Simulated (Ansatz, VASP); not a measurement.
**Cross-check of NiPt between VASP and Ansatz**

One calculation is typed for both programs; each brings its own data sets. How far apart do they land? The cell is taken from a series of runs on this material, whose earlier steps may have relaxed, scaled, displaced or heated it; both programs get it as it stands.

Program: Ansatz 0.2.0. Level of theory: plane waves, with VASP 6.6.1 beside it; relaxation of cell and atoms at r2SCAN with rVV10. Results are calculated unless marked as measured.

## 1. Starting point

It takes space group P4/mmm (No. 123, tetragonal). The conventional cell has a = 2.710 Å, b = 2.710 Å, c = 3.578 Å, α = 90.00°, β = 90.00°, γ = 90.00°. Nearest to Ni lie 8 Pt at 2.62 Å and 4 Ni at 2.71 Å. Nearest to Pt lie 8 Ni at 2.62 Å and 4 Pt at 2.71 Å. Farther neighbours are not listed.

## 2. Ansatz: relaxation of cell and atoms, r2SCAN with rVV10

Ansatz runs on its default PAW (the set named soft_2) files.

The relaxed volume is the usual yardstick between codes: in a stiff, nearly cubic crystal its relative difference is about their pressure difference at one cell divided by the bulk modulus.

File input.yaml:

```yaml
crystal:
  lattice:
    - [2.7099397941, 0.0, 0.0]
    - [0.0, 2.7099397941, 0.0]
    - [0.0, 0.0, 3.57832]
  atoms:
    - { symbol: Ni, position: [0.5, 0.5, 0.5], spin: 2.0 }
    - { symbol: Pt, position: [0.0, 0.0, 0.0] }
kpoints:
  mp_grid: { grid: [14, 14, 10] }
hamiltonian:
  xc: r2scan
  dispersion: rvv10
scf:
  occupations: { method: gaussian, width: 0.1 }
output:
  forces: true
  stress: true
  eigenvalues: true
  populations: true
magnetization:
  spin_polarized: true
relax:
  adjacent_minimum: "off"
  f_tol: 0.005
  max_steps: 60
  cell: { stress_tol: 0.03 }
```

Started as:

```sh
> ansatz run input.yaml --threads 4 --pin off --max-ram 8192MiB --backend cpu --events-out ev --progress --plain --runs-dir out
```

Numbers of over 12 decimals in the logs are rounded to 6 here.

The program printed:

```text
Engine: ansatz 0.2.0, x86_64-unknown-linux-gnu
Pseudopotentials: kind: paw
Pseudopotential: Ni, paw, valence charge 18, recommended cutoff 500 eV (meta_gga), Ni.paw.azcp
Pseudopotential: Pt, paw, valence charge 18, recommended cutoff 500 eV (meta_gga), Pt.paw.azcp
Functional definition: r2SCAN+rVV10
  parameter k0 = 0.174
  parameter k1 = 0.065
  parameter a1 = 4.9479
  exchange = r2scan_x(k0 = k0, k1 = k1, a1 = a1)
  correlation = r2scan_c + rvv10(11.95, 0.0093)
Crystal: 2 atoms, lattice volume = 26.278 Å³
Basis set: ecut = 500 eV, 649 PW (Γ), exchange–correlation on 96×96×120 points (64 copies of the dense FFT grid, shifted against one another)
Bands: 23, of which v1, the nominal top of the filled ones, is band 18 counted from 1 (17 counted from 0)
Symmetry: 16 space group operations
Space group: P4/mmm (ITA 123), of the structure as read, at distance tolerance 3.0e-5 Å
Magnetic group: BNS 123.339 (UNI 999), of the structure as read, at distance tolerance 3.0e-5 Å
k-points: 216 of 1960
Non-local potential: Ni, projectors of the file, l = 0: 3, l = 1: 2, l = 2: 3, l = 3: 1
Non-local potential: Pt, projectors of the file, l = 0: 3, l = 1: 2, l = 2: 2, l = 3: 1
PAW form: soft (Blöchl's): semilocal exchange-correlation on the pseudo side does not see the compensation charge
rVV10 density: all electrons in the spheres
PAW frozen core: Ni, regenerated for the run's functional (the file was generated under x = pbe(κ = 0.804, μ = 0.219515), c = pbe(β = 0.066725))
PAW frozen core: Pt, regenerated for the run's functional (the file was generated under x = pbe(κ = 0.804, μ = 0.219515), c = pbe(β = 0.066725))
PAW one-centre angular grid: Ni, 590 points (default); XC on 160 Gauss nodes
PAW one-centre angular grid: Pt, 590 points (default); XC on 160 Gauss nodes
Initial density: superposition of atomic densities (chi_scale 0.1, normalization cell)
Starting moments: Σ|m| = 2 μB on 1 of 2 sites
Initial wavefunctions: pseudopotential atomic-orbital guess
Functional: x = r2scan, c = r2scan + rvv10(b = 11.95, C = 0.0093); τ floored in thin density (d = 2e-4 eV/Å³)
SCF iter   1: F=—  HF=-18377.244656 eV  |F-HF|=—  |Δ(HF+E_count)|=         —  Δρ=7.05e-2 (↑3.74e-2 ↓7.05e-2)  dr2=2.42e0  dr2_τ=3.88e-2  dr2_m=3.22e-1  M=1.701 μB ∫|m|=1.784 μB  β_m=1.00  ethr=3.10e-3  ⟨swp⟩=5.1  Hψ=38048  notcnv=0
Mixer restart at iter 1: flushing history
preconditioner: auto → none  [metal: Δε(μ)=0.004 eV  Ē_g=10.618 eV  σ=0.100 eV  W_gap=0.02  n_scr=6 (ndim 8)  ℏωp=32.4 eV  f_vac=0.000  D(μ)=2.18/eV (n_scr^D=28)  sad-step TF]
SCF iter   2: F=—  HF=-18377.441147 eV  |F-HF|=—  |Δ(HF+E_count)|=   1.96e-1  Δρ=3.89e-2 (↑2.44e-2 ↓3.89e-2)  dr2=1.22e0  dr2_τ=8.82e-3  dr2_m=1.91e-2  M=1.638 μB ∫|m|=1.815 μB  β_m=1.00  ethr=3.10e-3  ⟨swp⟩=2.0  Hψ=15219  notcnv=0  defer=204  κ⁻¹=1.0e0(r=1)
SCF iter   3: F=—  HF=-18378.149912 eV  |F-HF|=—  |Δ(HF+E_count)|=   7.09e-1  Δρ=1.92e-2 (↑1.35e-2 ↓1.92e-2)  dr2=1.32e-1  dr2_τ=7.73e-3  dr2_m=6.34e-3  M=1.563 μB ∫|m|=1.819 μB  β_m=1.00  ethr=3.10e-3  ⟨swp⟩=3.1  Hψ=17472  notcnv=0  defer=206  κ⁻¹=1.6e-1(r=2)
SCF iter   4: F=—  HF=-18378.208877 eV  |F-HF|=—  |Δ(HF+E_count)|=         —  Δρ=3.35e-2 (↑1.14e-2 ↓3.35e-2)  dr2=1.80e-1  dr2_τ=1.16e-3  dr2_m=9.90e-2  M=1.411 μB ∫|m|=1.642 μB  β_m=1.00  ethr=3.67e-4  ⟨swp⟩=2.3  Hψ=19006  notcnv=0  defer=223
Mixer restart at iter 4: flushing history
SCF iter   5: F=—  HF=-18378.230534 eV  |F-HF|=—  |Δ(HF+E_count)|=   2.17e-2  Δρ=9.51e-3 (↑6.28e-3 ↓9.51e-3)  dr2=2.16e-2  dr2_τ=1.56e-3  dr2_m=1.70e-3  M=1.439 μB ∫|m|=1.662 μB  β_m=1.00  ethr=3.67e-4  ⟨swp⟩=2.5  Hψ=17996  notcnv=0  defer=223  κ⁻¹=1.0e0(r=1)
SCF iter   6: F=—  HF=-18378.294741 eV  |F-HF|=—  |Δ(HF+E_count)|=   6.42e-2  Δρ=1.10e-2 (↑4.36e-3 ↓1.10e-2)  dr2=2.83e-2  dr2_τ=1.93e-4  dr2_m=5.28e-3  M=1.397 μB ∫|m|=1.613 μB  β_m=1.00  ethr=6.00e-5  ⟨swp⟩=2.2  Hψ=22466  notcnv=0  defer=219  κ⁻¹=1.1e-2(r=2)
SCF iter   7: F=—  HF=-18378.347853 eV  |F-HF|=—  |Δ(HF+E_count)|=   5.31e-2  Δρ=7.53e-3 (↑3.11e-3 ↓7.53e-3)  dr2=1.15e-2  dr2_τ=9.53e-5  dr2_m=2.48e-3  M=1.381 μB ∫|m|=1.590 μB  β_m=1.00  ethr=6.00e-5  ⟨swp⟩=2.0  Hψ=12523  notcnv=0  defer=221  κ⁻¹=1.2e-3(r=3)
SCF iter   8: F=—  HF=-18378.410456 eV  |F-HF|=—  |Δ(HF+E_count)|=   6.26e-2  Δρ=4.00e-3 (↑1.55e-3 ↓4.00e-3)  dr2=2.20e-3  dr2_τ=2.27e-5  dr2_m=7.96e-4  M=1.341 μB ∫|m|=1.537 μB  β_m=1.00  ethr=3.19e-5  ⟨swp⟩=2.0  Hψ=19647  notcnv=0  defer=226  κ⁻¹=7.8e-5(r=4)
[...]
SCF iter  13: F=—  HF=-18378.431723 eV  |F-HF|=—  |Δ(HF+E_count)|=   9.32e-9  Δρ=1.79e-6 (↑4.62e-7 ↓1.79e-6)  dr2=6.89e-10  dr2_τ=5.24e-12  dr2_m=1.79e-10  M=1.274 μB ∫|m|=1.457 μB  β_m=1.00  ethr=2.99e-12  ⟨swp⟩=2.3  Hψ=16228  notcnv=0  κ⁻¹=7.1e-4(r=5)
SCF iter  14: F=—  HF=-18378.431723 eV  |F-HF|=—  |Δ(HF+E_count)|=   7.17e-9  Δρ=8.42e-7 (↑4.49e-7 ↓8.42e-7)  dr2=7.61e-11  dr2_τ=1.40e-12  dr2_m=5.89e-11  M=1.274 μB ∫|m|=1.457 μB  β_m=1.00  ethr=1.91e-12  ⟨swp⟩=2.0  Hψ=17815  notcnv=0  κ⁻¹=1.9e-4(r=6)
SCF iter  15: F=—  HF=-18378.431723 eV  |F-HF|=—  |Δ(HF+E_count)|=   1.28e-9  Δρ=5.39e-7 (↑2.58e-7 ↓5.39e-7)  dr2=4.34e-11  dr2_τ=2.64e-13  dr2_m=2.16e-11  M=1.274 μB ∫|m|=1.457 μB  β_m=1.00  ethr=1.00e-12  ⟨swp⟩=2.1  Hψ=16943  notcnv=0  κ⁻¹=4.3e-5(r=7)
SCF iter  16: F=—  HF=-18378.431723 eV  |F-HF|=—  |Δ(HF+E_count)|=   1.24e-9  Δρ=2.98e-7 (↑1.32e-7 ↓2.98e-7)  dr2=1.66e-11  dr2_τ=1.54e-13  dr2_m=5.38e-12  M=1.274 μB ∫|m|=1.457 μB  β_m=1.00  ethr=1.00e-12  ⟨swp⟩=2.1  Hψ=17148  notcnv=0  κ⁻¹=1.4e-5(r=8)
SCF iter  17: F=—  HF=-18378.431723 eV  |F-HF|=—  |Δ(HF+E_count)|=  1.71e-10  Δρ=8.48e-8 (↑7.23e-8 ↓8.48e-8)  dr2=9.03e-13  dr2_τ=2.24e-14  dr2_m=7.87e-13  M=1.274 μB ∫|m|=1.457 μB  β_m=1.00  ethr=1.00e-12  ⟨swp⟩=2.0  Hψ=16994  notcnv=0  κ⁻¹=1.2e-4(r=8)
SCF iter  18: F=—  HF=-18378.431723 eV  |F-HF|=—  |Δ(HF+E_count)|=  1.82e-11  Δρ=3.69e-8 (↑3.40e-8 ↓3.69e-8)  dr2=2.09e-13  dr2_τ=6.81e-15  dr2_m=2.92e-14  M=1.274 μB ∫|m|=1.457 μB  β_m=1.00  ethr=1.00e-12  ⟨swp⟩=1.0  Hψ=9936  notcnv=0  κ⁻¹=4.4e-5(r=8)
SCF iter  19: F=—  HF=-18378.431723 eV  |F-HF|=—  |Δ(HF+E_count)|=  3.64e-12  Δρ=2.97e-8 (↑2.14e-8 ↓2.97e-8)  dr2=3.23e-13  dr2_τ=2.99e-15  dr2_m=6.27e-15  M=1.274 μB ∫|m|=1.457 μB  β_m=1.00  ethr=1.00e-12  ⟨swp⟩=1.0  Hψ=9936  notcnv=0  κ⁻¹=1.2e-5(r=8)
SCF iter  20: F=—  HF=-18378.431723 eV  |F-HF|=—  |Δ(HF+E_count)|=  7.28e-12  Δρ=1.64e-8 (↑9.72e-9 ↓1.64e-8)  dr2=6.73e-14  dr2_τ=1.69e-15  dr2_m=3.91e-15  M=1.274 μB ∫|m|=1.457 μB  β_m=1.00  ethr=1.00e-12  ⟨swp⟩=1.0  Hψ=9936  notcnv=0  κ⁻¹=1.2e-5(r=8)
SCF iter  21: F=—  HF=-18378.431723 eV  |F-HF|=—  |Δ(HF+E_count)|=  1.46e-11  Δρ=5.86e-9 (↑5.55e-9 ↓5.86e-9)  dr2=4.33e-15  dr2_τ=6.12e-16  dr2_m=7.53e-16  M=1.274 μB ∫|m|=1.457 μB  β_m=1.00  ethr=1.00e-12  ⟨swp⟩=1.0  Hψ=9936  notcnv=0  κ⁻¹=5.7e-6(r=8)
SCF iter  22: F=-18378.431723 eV  HF=-18378.431723 eV  |F-HF|=3.64e-12  |Δ(HF+E_count)|=  1.46e-11  Δρ=2.80e-8 (↑7.19e-9 ↓2.80e-8)  dr2=3.10e-13  dr2_τ=2.30e-15  dr2_m=2.84e-14  M=1.274 μB ∫|m|=1.457 μB  ethr=1.00e-12  ⟨swp⟩=3.1  Hψ=33450  notcnv=0
at 1 of the mixer's solves, the last at iteration 7, it left a direction of its history that read negative out of its fit and stepped the other way along it
SCF 6 converged in 22 iterations: F = -18378.431723 eV  dr2 = 3.10e-13
relax step   6: F+E_penalty+E_count = -18378.43172304 eV  Δ(F+E_penalty+E_count) = +2.862e-4 eV  max|allowed force component| = 2.958e-30 eV/Å  Δτ_max = 0.0000 Å  P = -0.011 GPa  Ω = 25.932 Å³  stress off target by 1.07e-2 GPa  SCF on the basis re-selected at this cell (its energy is not comparable with the rows above)  (22 SCF iters)
basis re-selected at this cell: Δ(F+E_penalty+E_count) = +2.862e-4 eV, ΔP = -0.012 GPa vs the last step (what re-selecting the basis moved, of the pressure what is left beyond the Pulay correction that the steps carried, after the strain that the cell walked since its last selection, with what the two solves' SCF thresholds leave and, on support functions, any second-order correction that the steps lacked; it is no m [...]
SCF converged after 22 iterations
Stability not checked: this state was not tested for a lower state beside it, because the mixer in use, unlike msr1, does not test its closes by its own steps (another_mixer; see scf.mixing.algorithm and scf.lower_state_search)
Magnetization: 1.2737 μB (18.6368 up, 17.3632 down)
Absolute magnetization: 1.4583 μB (∫|ρ↑−ρ↓|, with the PAW one-centre terms)
Spin contamination: 0.0344 ħ² per cell (⟨S²⟩ above its minimum at these occupations)
Per-site moments (μB) at R_I (Å): [(0.959474, 1.076733), (0.391652, 1.076733)]
Free energy (F): -18378.431723 eV
Harris-Foulkes:  -18378.431723 eV  (|F-HF|=3.64e-12)
Internal energy: -18378.421930 eV  (E = F + TS)
E sigma→0 (E₀):  -18378.426827 eV
Entropy (-TS):   -0.009793 eV (-4.896 meV/atom)
Fermi energy:    21.083834 eV
--- Per-component energies (eV) ---
  E_band       = -441.616364
  E_kinetic    = 920.019727
  E_local      = -4990.256337  (includes V_loc(G=0)·N_el)
  E_nonlocal   = 844.220335
  E_hartree    = 2035.053070
  E_xc         = -325.386287
  E_vxc        = -454.265565  (∫ρ·V_xc dr)
  E_paw        = -11125.868611  (= ΣΔE_a)
  E_vpaw       = -861.589254  (= ΣTr[D̂ρ^β])
  E_aug_tail   = 0.000301  (compensation charges beyond the density's cutoff)
  E_vtau       = 30.148263  (kinetic-family band-sum trace: ∫τ·v_τ [+ j·A + Jᵃ·Aᵃ] dr)
  E_ewald      = -5735.672566
  E_core_change = -0.531563  (= ΣΔE_core)
  E_smearing   = -0.009793  (= −TS)
  E_closure    = -0.000000  (closes the sum)
  Σ components = -18378.431723   (vs F -18378.431723, Δ=0.00e0)
--- Forces (eV/Å), atoms counted from 1 ---
  atom   1  Ni     0.00000000     0.00000000     0.00000000
  atom   2  Pt     0.00000000     0.00000000     0.00000000
  max |Σ_I F_I| component: 6.71e-30 eV/Å
--- Stress (GPa, compression-positive) ---
       -0.010737       0.000000       0.000000
        0.000000      -0.010737       0.000000
        0.000000       0.000000      -0.010607
  P = ⅓ Tr σ = -0.0107 GPa (-0.107 kbar)
--- Band table (eV; the first three rows and the last of 432) ---
  k-point 0 ↑: bands = [... 14 lower, 18.9587, 19.5492, 20.5516, 20.5516, 20.5960, 24.1986, 32.4504, 33.3336, ... 1 higher]
  k-point 1 ↑: bands = [... 14 lower, 18.9857, 19.4956, 20.4249, 20.4249, 20.5642, 23.5059, 33.3000, 33.6255, ... 1 higher]
  k-point 2 ↑: bands = [... 14 lower, 19.0621, 19.3451, 20.0840, 20.0840, 20.4753, 22.0018, 34.4543, 34.4543, ... 1 higher]
  k-point 215 ↓: bands = [... 14 lower, 19.7558, 19.7818, 20.9491, 22.2752, 28.7952, 28.7952, 28.9143, 30.2150, ... 1 higher]
--- Relaxed structure (5 steps of the walk, 5 accepted, 1 SCFs on fresh bases) ---
  F+E_penalty+E_count = -18378.43172304 eV   max|allowed force component| = 2.958e-30 eV/Å   (the final SCF, on the basis selected at the relaxed cell)
  cell:  # Å, volume = 25.9315 Å³
    - [2.697415, 0, 0.0]
    - [0, 2.697415, 0.0]
    - [0.0, 0.0, 3.563957]
  atoms:
    - { symbol: Ni, position: [0.5, 0.5, 0.500000] }
    - { symbol: Pt, position: [0, 0, 0.0] }
--- Löwdin populations: 2 sites ---
  site symbol       q [e]    m [muB]
     0     Ni     17.5963     0.9210
     1     Pt     18.0443     0.4158
  spilling = 0.009984 (of n_electrons = 36.000000)
```

(Continued in part 2 of 2.)

[Lines on the potential files, build, host, timing and source positions are cut from VASP's logs without a mark.]

[Logs are printed without paths, hosts, clocks, repeated set-up lines and the standing remarks that a program may print on its own settings, such as how far it seeks lower states.]

[Hosts, paths, dates, database ids (printed as entryN), source tags and the programs' standing remarks are cut or masked in the printed files.]
